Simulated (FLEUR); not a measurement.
# CuAu (P4/mmm) in FLEUR: a series of runs

One crystal, CuAu, is run at these levels: r2SCAN; tasks: band structure, equation of state.

All numbers are computed with FLEUR MaX-R8.1 (later development tree); they aren't measurements. Logs are shortened: lines on timing, memory, paths and dates and some standing lists are left out, and cuts for length are marked.

## 1. The crystal as given

It takes space group P4/mmm (No. 123, tetragonal). The conventional cell has a = 2.811 Å, b = 2.811 Å, c = 3.685 Å, α = 90.00°, β = 90.00°, γ = 90.00°. Au (site symmetry 4/mmm) is surrounded by 8 Cu at 2.71 Å and 4 Au at 2.81 Å. Cu (site symmetry 4/mmm) is surrounded by 8 Au at 2.71 Å and 4 Cu at 2.81 Å.

## 2. Band structure, r2SCAN

inp.xml reads:

```xml
<?xml version="1.0" encoding="UTF-8" standalone="no"?>
<fleurInput fleurInputVersion="0.39">
   <comment>
      CuAu                                                                                                
   </comment>
   <calculationSetup>
      <cutoffs Kmax="4.14" Gmax="12.8" GmaxXC="12.8" numbands="0"/>
      <scfLoop itmax="80" minDistance="0.0001" maxIterBroyd="30" imix="Anderson" alpha="0.05" precondParam="0.0" spinf="2.0" sdNocoIR="T"/>
      <coreElectrons ctail="F" frcor="F" kcrel="0" coretail_lmax="0"/>
      <xcFunctional name="LibXC" relativisticCorrections="F">
         <LibXCName exchange="mgga_x_r2scan" correlation="mgga_c_r2scan"/>
         <AuxGGA exchange="117" correlation="130"/>
      </xcFunctional>
      <magnetism jspins="1"/>
      <soc l_soc="F" theta="0.0" phi="0.0" spav="F"/>
      <expertModes spex="0" secvar="F"/>
      <geometryOptimization l_f="F" forcealpha="1.0" forcemix="BFGS" epsdisp="0.00001" epsforce="0.00001"/>
      <ldaU l_linMix="F" mixParam="0.05" spinf="1.0"/>
   </calculationSetup>
   <cell>
      <bzIntegration valenceElectrons="38.0" mode="hist" fermiSmearingEnergy="0.00183747">
         <kPointListSelection listName="default-1"/>
         <!-- k-points included here -->
         <xi:include xmlns:xi="http://www.w3.org/2001/XInclude" href="kpts.xml"> </xi:include>
      </bzIntegration>
      <!-- symmetry operations included here -->
[... 34 lines left out ...]
         <lo type="SCLO" l="0" n="3" eDeriv="0"/>
         <lo type="SCLO" l="1" n="3" eDeriv="0"/>
         <lo type="SCLO" l="1" n="3" eDeriv="1"/>
         <lo type="SCLO" l="2" n="3" eDeriv="2"/>
         <lo type="SCLO" l="3" n="4" eDeriv="2"/>
      </species>
   </atomSpecies>
   <atomGroups>
      <atomGroup species="Gold (Au)">
         <relPos label="                   1">.0000000000 .0000000000 .0000000000</relPos>
         <force calculate="T" relaxXYZ="TTT"/>
      </atomGroup>
      <atomGroup species="Copper (Cu)">
         <relPos label="                   2">1.000/2.000 1.000/2.000 1.000/2.000</relPos>
         <force calculate="T" relaxXYZ="TTT"/>
      </atomGroup>
   </atomGroups>
   <output dos="F" band="F" slice="F">
      <checks vchk="F" cdinf="F"/>
      <bandDOS minEnergy="-.5*Htr" maxEnergy="0.5*Htr" sigma="0.015" storeEVData="T"/>
      <vacuumDOS vacdos="F" integ="F" star="F" nstars="0" locx1="0.0" locy1="0.0" locx2="0.0" locy2="0.0" nstm="0" tworkf="0.0"/>
      <unfoldingBand unfoldBand="F" supercellX="1" supercellY="1" supercellZ="1"/>
      <plotting iplot="0" polar="F">
         <plot TwoD="T" vec1="  1.0  0.0  0.0" vec2="  0.0  1.0  0.0" vec3="  0.0  0.0  1.0" zero="  0.0  0.0  0.0" file="plot"/>
      </plotting>
      <chargeDensitySlicing numkpt="0" minEigenval="0.0" maxEigenval="0.0" nnne="0" pallst="F"/>
      <specialOutput eonly="F"/>
      <moessbauerParams electricFieldGradient="T" isomerShift="T" coreHyperfine="T" valenceHyperfine="T"/>
      <magneticCircularDichroism mcd="F" energyLo="-10.0" energyUp="0.0"/>
   </output>
  <!-- We include the file relax.xml here to enable relaxations (see documentation) -->
  <xi:include xmlns:xi="http://www.w3.org/2001/XInclude" href="relax.xml"> <xi:fallback/> </xi:include>
</fleurInput>
```

crystal.txt reads:

```
CuAu
&input cartesian=F /
2.8107494552  0.0000000000  0.0000000000
0.0000000000  2.8107494552  0.0000000000
0.0000000000  0.0000000000  3.6850000000
1.8897261246
1.0 1.0 1.0

2
79 0.0000000000  0.0000000000  0.0000000000
29 0.5000000000  0.5000000000  0.5000000000

&kpt div1=9 div2=9 div3=7 gamma=T /
```

inp.xml (bands) reads:

```
<?xml version="1.0" encoding="UTF-8" standalone="no"?>
<fleurInput fleurInputVersion="0.39">
   <comment>
      CuAu                                                                                                
   </comment>
   <calculationSetup>
      <cutoffs Kmax="4.14" Gmax="12.8" GmaxXC="12.8" numbands="0"/>
      <scfLoop itmax="80" minDistance="0.0001" maxIterBroyd="30" imix="Anderson" alpha="0.05" precondParam="0.0" spinf="2.0" sdNocoIR="T"/>
      <coreElectrons ctail="F" frcor="F" kcrel="0" coretail_lmax="0"/>
      <xcFunctional name="LibXC" relativisticCorrections="F">
         <LibXCName exchange="mgga_x_r2scan" correlation="mgga_c_r2scan"/>
         <AuxGGA exchange="117" correlation="130"/>
      </xcFunctional>
      <magnetism jspins="1"/>
      <soc l_soc="F" theta="0.0" phi="0.0" spav="F"/>
      <expertModes spex="0" secvar="F"/>
      <geometryOptimization l_f="F" forcealpha="1.0" forcemix="BFGS" epsdisp="0.00001" epsforce="0.00001"/>
      <ldaU l_linMix="F" mixParam="0.05" spinf="1.0"/>
   </calculationSetup>
   <cell>
      <bzIntegration valenceElectrons="38.0" mode="hist" fermiSmearingEnergy="0.00183747">
         <kPointListSelection listName="path-1"/>
         <!-- k-points included here -->
         <xi:include xmlns:xi="http://www.w3.org/2001/XInclude" href="kpts.xml"> </xi:include>
      </bzIntegration>
      <!-- symmetry operations included here -->
      <xi:include xmlns:xi="http://www.w3.org/2001/XInclude" href="sym.xml"> </xi:include>
[... 33 lines left out ...]
         <lo type="SCLO" l="0" n="3" eDeriv="0"/>
         <lo type="SCLO" l="1" n="3" eDeriv="0"/>
         <lo type="SCLO" l="1" n="3" eDeriv="1"/>
         <lo type="SCLO" l="2" n="3" eDeriv="2"/>
         <lo type="SCLO" l="3" n="4" eDeriv="2"/>
      </species>
   </atomSpecies>
   <atomGroups>
      <atomGroup species="Gold (Au)">
         <relPos label="                   1">.0000000000 .0000000000 .0000000000</relPos>
         <force calculate="T" relaxXYZ="TTT"/>
      </atomGroup>
      <atomGroup species="Copper (Cu)">
         <relPos label="                   2">1.000/2.000 1.000/2.000 1.000/2.000</relPos>
         <force calculate="T" relaxXYZ="TTT"/>
      </atomGroup>
   </atomGroups>
   <output dos="F" band="T" slice="F">
      <checks vchk="F" cdinf="F"/>
      <bandDOS minEnergy="-.5*Htr" maxEnergy="0.5*Htr" sigma="0.015" storeEVData="T"/>
      <vacuumDOS vacdos="F" integ="F" star="F" nstars="0" locx1="0.0" locy1="0.0" locx2="0.0" locy2="0.0" nstm="0" tworkf="0.0"/>
      <unfoldingBand unfoldBand="F" supercellX="1" supercellY="1" supercellZ="1"/>
      <plotting iplot="0" polar="F">
         <plot TwoD="T" vec1="  1.0  0.0  0.0" vec2="  0.0  1.0  0.0" vec3="  0.0  0.0  1.0" zero="  0.0  0.0  0.0" file="plot"/>
      </plotting>
      <chargeDensitySlicing numkpt="0" minEigenval="0.0" maxEigenval="0.0" nnne="0" pallst="F"/>
      <specialOutput eonly="F"/>
      <moessbauerParams electricFieldGradient="T" isomerShift="T" coreHyperfine="T" valenceHyperfine="T"/>
      <magneticCircularDichroism mcd="F" energyLo="-10.0" energyUp="0.0"/>
   </output>
  <!-- We include the file relax.xml here to enable relaxations (see documentation) -->
  <xi:include xmlns:xi="http://www.w3.org/2001/XInclude" href="relax.xml"> <xi:fallback/> </xi:include>
</fleurInput>
```

Potentials or basis: all-electron, FLAPW.

Command:

```
$ inpgen -f crystal.txt -profile fastHighL
$ # inp.xml edited to the form shown
$ fleur_MPI
$ fleur_MPI   # second run, on inp.xml (bands)
```

Log:

```text
Welcome to FLEUR        (www.flapw.de)
      MaX-Release 8.1          (www.max-centre.eu)
 func_ids         498         497         498         497
 MetaGGA potential functional detected - V_tau will be computed
 Auxiliary Potential for radial basis: exchange=         117  correlation=         130
The functional 'Re-regularized SCAN exchange by Furness et al' is an exchange functional, it belongs to the 'MGGA' family and is defined in the reference(s):
[1] J. W. Furness, A. D. Kaplan, J. Ning, J. P. Perdew, and J. Sun.,  J. Phys. Chem. Lett. 11, 8208-8215 (2020)
[2] J. W. Furness, A. D. Kaplan, J. Ning, J. P. Perdew, and J. Sun.,  J. Phys. Chem. Lett. 11, 9248-9248 (2020)
The functional 'Re-regularized SCAN correlation by Furness et al' is a correlation functional, it belongs to the 'MGGA' family and is defined in the reference(s):
[1] J. W. Furness, A. D. Kaplan, J. Ning, J. P. Perdew, and J. Sun.,  J. Phys. Chem. Lett. 11, 8208-8215 (2020)
[2] J. W. Furness, A. D. Kaplan, J. Ning, J. P. Perdew, and J. Sun.,  J. Phys. Chem. Lett. 11, 9248-9248 (2020)
 Using same functional for VXC and EXC

 ========== k-point set info ==========
 Selected k-point list: default-1
 k-point list type: mesh
 9 x 9 x 7
 Number of k points: 60

 ------------Calculation Setup---------------------------
 Number of MPI-tasks      :            1
 Number of PE/node        :            1
 Number of OMP-threads    :            1
 Most efficient MPI parallelization for:
           1           2           3           4           5           6          10          12          15          20          30          60
 Additional eigenvalue parallelization possible
 Number of basis functions:          315
 Approximate size of matrices (H+S) per k-point:         0.001 GB
 --------------------------------------------------------
The functional 'Hammer, Hansen, and Norskov' is an exchange functional, it belongs to the 'GGA' family and is defined in the reference(s):
[1] B. Hammer, L. B. Hansen, and J. K. Nørskov.,  Phys. Rev. B 59, 7413 (1999)
The functional 'Perdew, Burke & Ernzerhof' is a correlation functional, it belongs to the 'GGA' family and is defined in the reference(s):
[1] J. P. Perdew, K. Burke, and M. Ernzerhof.,  Phys. Rev. Lett. 77, 3865 (1996)
[2] J. P. Perdew, K. Burke, and M. Ernzerhof.,  Phys. Rev. Lett. 78, 1396 (1997)
 Using same functional for VXC and EXC
 Using auxiliary GGA potential for the first iteration of MetaGGA calculation.
 Reset of history
 Reset of history
 Iteration:     1   Distance:      56.15426965 me/bohr^3
The functional 'Hammer, Hansen, and Norskov' is an exchange functional, it belongs to the 'GGA' family and is defined in the reference(s):
[1] B. Hammer, L. B. Hansen, and J. K. Nørskov.,  Phys. Rev. B 59, 7413 (1999)
The functional 'Perdew, Burke & Ernzerhof' is a correlation functional, it belongs to the 'GGA' family and is defined in the reference(s):
[1] J. P. Perdew, K. Burke, and M. Ernzerhof.,  Phys. Rev. Lett. 77, 3865 (1996)
[2] J. P. Perdew, K. Burke, and M. Ernzerhof.,  Phys. Rev. Lett. 78, 1396 (1997)
 Using same functional for VXC and EXC
 Iteration:     2   Distance:      51.26671164 me/bohr^3
The functional 'Hammer, Hansen, and Norskov' is an exchange functional, it belongs to the 'GGA' family and is defined in the reference(s):
[1] B. Hammer, L. B. Hansen, and J. K. Nørskov.,  Phys. Rev. B 59, 7413 (1999)
The functional 'Perdew, Burke & Ernzerhof' is a correlation functional, it belongs to the 'GGA' family and is defined in the reference(s):
[1] J. P. Perdew, K. Burke, and M. Ernzerhof.,  Phys. Rev. Lett. 77, 3865 (1996)
[2] J. P. Perdew, K. Burke, and M. Ernzerhof.,  Phys. Rev. Lett. 78, 1396 (1997)
 Using same functional for VXC and EXC
 Iteration:     3   Distance:      48.52649083 me/bohr^3
The functional 'Hammer, Hansen, and Norskov' is an exchange functional, it belongs to the 'GGA' family and is defined in the reference(s):
[1] B. Hammer, L. B. Hansen, and J. K. Nørskov.,  Phys. Rev. B 59, 7413 (1999)
The functional 'Perdew, Burke & Ernzerhof' is a correlation functional, it belongs to the 'GGA' family and is defined in the reference(s):
[1] J. P. Perdew, K. Burke, and M. Ernzerhof.,  Phys. Rev. Lett. 77, 3865 (1996)
[2] J. P. Perdew, K. Burke, and M. Ernzerhof.,  Phys. Rev. Lett. 78, 1396 (1997)
 Using same functional for VXC and EXC
 Iteration:     4   Distance:      17.33157333 me/bohr^3
The functional 'Hammer, Hansen, and Norskov' is an exchange functional, it belongs to the 'GGA' family and is defined in the reference(s):
[1] B. Hammer, L. B. Hansen, and J. K. Nørskov.,  Phys. Rev. B 59, 7413 (1999)
The functional 'Perdew, Burke & Ernzerhof' is a correlation functional, it belongs to the 'GGA' family and is defined in the reference(s):
[1] J. P. Perdew, K. Burke, and M. Ernzerhof.,  Phys. Rev. Lett. 77, 3865 (1996)
[2] J. P. Perdew, K. Burke, and M. Ernzerhof.,  Phys. Rev. Lett. 78, 1396 (1997)
 Using same functional for VXC and EXC
 Iteration:     5   Distance:       6.28816872 me/bohr^3
The functional 'Hammer, Hansen, and Norskov' is an exchange functional, it belongs to the 'GGA' family and is defined in the reference(s):
[1] B. Hammer, L. B. Hansen, and J. K. Nørskov.,  Phys. Rev. B 59, 7413 (1999)
The functional 'Perdew, Burke & Ernzerhof' is a correlation functional, it belongs to the 'GGA' family and is defined in the reference(s):
[1] J. P. Perdew, K. Burke, and M. Ernzerhof.,  Phys. Rev. Lett. 77, 3865 (1996)
[2] J. P. Perdew, K. Burke, and M. Ernzerhof.,  Phys. Rev. Lett. 78, 1396 (1997)
 Using same functional for VXC and EXC
 Iteration:     6   Distance:       4.36779070 me/bohr^3
The functional 'Hammer, Hansen, and Norskov' is an exchange functional, it belongs to the 'GGA' family and is defined in the reference(s):
[1] B. Hammer, L. B. Hansen, and J. K. Nørskov.,  Phys. Rev. B 59, 7413 (1999)
The functional 'Perdew, Burke & Ernzerhof' is a correlation functional, it belongs to the 'GGA' family and is defined in the reference(s):
[1] J. P. Perdew, K. Burke, and M. Ernzerhof.,  Phys. Rev. Lett. 77, 3865 (1996)
[2] J. P. Perdew, K. Burke, and M. Ernzerhof.,  Phys. Rev. Lett. 78, 1396 (1997)
 Using same functional for VXC and EXC
[... 40 lines left out ...]
[2] J. P. Perdew, K. Burke, and M. Ernzerhof.,  Phys. Rev. Lett. 78, 1396 (1997)
 Using same functional for VXC and EXC
 Iteration:    13   Distance:       0.00870781 me/bohr^3
The functional 'Hammer, Hansen, and Norskov' is an exchange functional, it belongs to the 'GGA' family and is defined in the reference(s):
[1] B. Hammer, L. B. Hansen, and J. K. Nørskov.,  Phys. Rev. B 59, 7413 (1999)
The functional 'Perdew, Burke & Ernzerhof' is a correlation functional, it belongs to the 'GGA' family and is defined in the reference(s):
[1] J. P. Perdew, K. Burke, and M. Ernzerhof.,  Phys. Rev. Lett. 77, 3865 (1996)
[2] J. P. Perdew, K. Burke, and M. Ernzerhof.,  Phys. Rev. Lett. 78, 1396 (1997)
 Using same functional for VXC and EXC
 Iteration:    14   Distance:       0.00163536 me/bohr^3
The functional 'Hammer, Hansen, and Norskov' is an exchange functional, it belongs to the 'GGA' family and is defined in the reference(s):
[1] B. Hammer, L. B. Hansen, and J. K. Nørskov.,  Phys. Rev. B 59, 7413 (1999)
The functional 'Perdew, Burke & Ernzerhof' is a correlation functional, it belongs to the 'GGA' family and is defined in the reference(s):
[1] J. P. Perdew, K. Burke, and M. Ernzerhof.,  Phys. Rev. Lett. 77, 3865 (1996)
[2] J. P. Perdew, K. Burke, and M. Ernzerhof.,  Phys. Rev. Lett. 78, 1396 (1997)
 Using same functional for VXC and EXC
 Iteration:    15   Distance:       0.00132629 me/bohr^3
The functional 'Hammer, Hansen, and Norskov' is an exchange functional, it belongs to the 'GGA' family and is defined in the reference(s):
[1] B. Hammer, L. B. Hansen, and J. K. Nørskov.,  Phys. Rev. B 59, 7413 (1999)
The functional 'Perdew, Burke & Ernzerhof' is a correlation functional, it belongs to the 'GGA' family and is defined in the reference(s):
[1] J. P. Perdew, K. Burke, and M. Ernzerhof.,  Phys. Rev. Lett. 77, 3865 (1996)
[2] J. P. Perdew, K. Burke, and M. Ernzerhof.,  Phys. Rev. Lett. 78, 1396 (1997)
 Using same functional for VXC and EXC
 Iteration:    16   Distance:       0.00062000 me/bohr^3
The functional 'Hammer, Hansen, and Norskov' is an exchange functional, it belongs to the 'GGA' family and is defined in the reference(s):
[1] B. Hammer, L. B. Hansen, and J. K. Nørskov.,  Phys. Rev. B 59, 7413 (1999)
The functional 'Perdew, Burke & Ernzerhof' is a correlation functional, it belongs to the 'GGA' family and is defined in the reference(s):
[1] J. P. Perdew, K. Burke, and M. Ernzerhof.,  Phys. Rev. Lett. 77, 3865 (1996)
[2] J. P. Perdew, K. Burke, and M. Ernzerhof.,  Phys. Rev. Lett. 78, 1396 (1997)
 Using same functional for VXC and EXC
 Iteration:    17   Distance:       0.00008377 me/bohr^3

 ********************************************************************
 Run finished successfully
 Stop message:
   all done
 ********************************************************************
```

It took 55 s on 1 thread of Arm Neoverse V1, shared host; peak memory 0.08 GiB.

What came out:

* Free energy: -563312.0849 eV
* Band gap along the path: none (metal or under the smearing width)
* Valence electrons inside the program's atomic spheres: Au 17.09; Cu 18.14 (radii Au 2.37, Cu 2.37 bohr)

Levels at the corners of the path, in eV from the Fermi level:
```
point  band 15  band 16  band 17  band 18  band 19  band 20  band 21  band 22  band 23  band 24
    Γ    -2.92    -2.24    -1.77    -1.53    -1.53     2.26     8.45    10.55    10.55    17.30
    X    -3.10    -3.05    -2.47    -2.23    -0.87    -0.16     9.84     9.91    11.89    11.94
    M    -1.78    -1.70    -1.43    -1.43     0.75     0.75     5.37     7.31    10.69    12.16
    Γ    -2.92    -2.24    -1.77    -1.53    -1.53     2.26     8.45    10.55    10.55    17.30
    Z    -3.30    -2.96    -2.42    -2.37    -2.37    -2.04    14.85    15.21    15.21    15.84
    R    -1.95    -1.80    -1.65    -1.63    -0.98    -0.95     2.77     4.69    16.58    16.97
    A    -3.25    -2.22    -1.78    -1.70     5.72     5.72     5.82     6.47     7.20     7.38
    Z    -3.30    -2.96    -2.42    -2.37    -2.37    -2.04    14.85    15.21    15.21    15.84
    X    -3.10    -3.05    -2.47    -2.23    -0.87    -0.16     9.84     9.91    11.89    11.94
    R    -1.95    -1.80    -1.65    -1.63    -0.98    -0.95     2.77     4.69    16.58    16.97
    M    -1.78    -1.70    -1.43    -1.43     0.75     0.75     5.37     7.31    10.69    12.16
    A    -3.25    -2.22    -1.78    -1.70     5.72     5.72     5.82     6.47     7.20     7.38
```

Core levels (eV from the Fermi level):
| atom | levels |
| --- | --- |
| 1 Au | 1s1/2 -80657.5, 2s1/2 -14217.6, 2p1/2 -13630.4, 2p3/2 -11794.6, 3s1/2 -3353.5, 3p1/2 -3090.2, 3p3/2 -2685.1, 4s1/2 -726.0, 3d3/2 -2249.5, 3d5/2 -2162.4, 4p1/2 -613.8, 4p3/2 -516.7, 4d3/2 -333.5, 4d5/2 -315.4, 4f5/2 -80.5, 4f7/2 -76.7 |
| 2 Cu | 1s1/2 -8846.8, 2s1/2 -1059.3, 2p1/2 -927.3, 2p3/2 -906.8 |

Caveat: the meta-GGA is that of a development version, with a GGA for the radial functions and cores and without core tails; spin-orbit coupling is left out, which moves the levels of the heavy elements.

(Part 1 of 2 ends here.)
